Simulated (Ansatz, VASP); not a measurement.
**Ag: VASP beside Ansatz**

```xyz
1
Lattice="0.0000 1.9614 2.2065 1.9614 0.0000 2.2065 1.9614 1.9614 0.0000" Properties=species:S:1:pos:R:3 pbc="T T T"
Ag    0.0000    0.0000    0.0000
```

Change from the starting cell: strain -0.040 along x and y, +0.080 along z, atoms carried along.

Alike in both runs: task single point; functional PBE; k mesh 20 × 20 × 20; occupations gaussian, width 0.15 eV; no spin polarisation.

|  | VASP | Ansatz |
| --- | --- | --- |
| version | VASP 6.6.1 | Ansatz 0.2.0 |
| potentials or method | VASP PAW PBE potentials, release 64 (Ag) | scalar-relativistic, plane waves, PAW |
| plane-wave cutoff (eV) | 520 | 420 |
| valence electrons in the cell | 11 | 19 |

|  | VASP | Ansatz | Ansatz less VASP |
| --- | --- | --- | --- |
| gap on the k mesh at the Fermi level (eV) | none | none | - |
| pressure (GPa) | 5.7 | 5.9 | +0.18 |
| largest component of the traceless stress (GPa) | 4.52 | 4.54 | +0.027 |

A gap of «none» marks a metal or a gap that the smearing closes. The two sets of potentials don't hold the same shells in valence.
